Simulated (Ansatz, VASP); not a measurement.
Given: the input of a run of Ansatz 0.2.0 on Ge (Germanium). 

File input.yaml:

```yaml
crystal:
  lattice:
    - [0.0, 2.82891, 2.82891]
    - [2.82891, 0.0, 2.82891]
    - [2.82891, 2.82891, 0.0]
  atoms:
    - { symbol: Ge, position: [0.75, 0.75, 0.75] }
    - { symbol: Ge, position: [0.5, 0.5, 0.5] }
hamiltonian:
  xc: rpbe
  pseudopotentials: { kind: paw }
kpoints:
  mp_grid: { grid: [8, 8, 8] }
scf:
  occupations: { method: gaussian, width: 0.1 }
output:
  forces: true
  stress: true
  eigenvalues: true
```

Potentials or basis: Ansatz PAW.

Run with:

```sh
$ ansatz run input.yaml --threads 2 --pin off --max-ram 5632MiB --backend cpu --events-out ev --progress --plain --runs-dir out
```

Task: Set up the same calculation for VASP 6.6.1. Potentials or basis there: PBE PAW files Ge_d, 520 eV.

Result: As run (cutoffs and basis follow the program's own potentials, and thresholds, step limits or extra output files can differ):

The input INCAR:

```
PREC = Accurate
ENCUT = 520
EDIFF = 1E-6
ISMEAR = 0
SIGMA = 0.1
LREAL = F
LASPH = T
NELM = 80
ALGO = Normal
ISIF = 2
LWAVE = F
LCHARG = T
GGA = RP
LELF = T
LVHAR = T
```

KPOINTS

```
Automatic mesh
0
Gamma
  8 8 8
```

Contents of POSCAR:

```
Ge
4.0007
    0.000000000000      0.707103756843      0.707103756843
    0.707103756843      0.000000000000      0.707103756843
    0.707103756843      0.707103756843      0.000000000000
Ge
2
Direct
    0.7500000000      0.7500000000      0.7500000000
    0.5000000000      0.5000000000      0.5000000000
```

Potentials or basis: VASP PAW PBE potentials, release 64 (Ge_d).

Command:

```bash
$ cat potpaw_PBE.64/Ge_d/POTCAR > POTCAR
$ mpirun -np 1 vasp_std > vasp.out
```

Both were run:

|  | Ansatz | VASP |
| --- | --- | --- |
| Pressure | 5.4 GPa | 5.3 GPa |

Ansatz's pressure holds a Pulay term of +0.03 GPa for its cutoff of 420 eV, which the other run lacks.

Ansatz's potentials were made for PBE. VASP's potentials were made for PBE.

Where Ansatz's input types no cutoff or centring, it takes its own default and a Γ-centred mesh.

Pressure is positive in compression.
